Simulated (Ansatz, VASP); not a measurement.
**One calculation of Bi, two programs**

```
Bi
1.0
     3.41559    0.00000    0.00000
    -1.70779    2.95798    0.00000
     0.00000    0.00000    3.28185
Bi
1
Direct
  0.00000 0.00000 0.00000
```

Alike in both runs: functional r2SCAN; k mesh 18 × 18 × 16; occupations gaussian, width 0.1 eV; no spin polarisation.

Ansatz relaxed the structure, and its values are those at the end. VASP's run is a single point on that final structure, the one shown.

|  | VASP | Ansatz |
| --- | --- | --- |
| version | VASP 6.6.1 | Ansatz 0.2.0 |
| potentials or method | VASP PAW PBE potentials, release 64 (Bi_d) | scalar-relativistic, plane waves, PAW |
| plane-wave cutoff (eV) | 520 | 500 |
| valence electrons in the cell | 15 | 15 |

VASP gave:

* gap on the k mesh at the Fermi level (eV): none
* pressure (GPa): -0.1

**Question.** Which values does Ansatz return?

**Answer.** gap on the k mesh at the Fermi level (eV): none; pressure (GPa): 0.0.

A gap of «none» marks a metal or a gap that the smearing closes.

Caveats: the PAW data sets were made with another functional, which shifts forces and pressure a little (VASP); spin-orbit coupling is left out, which moves the levels of the heavy elements.
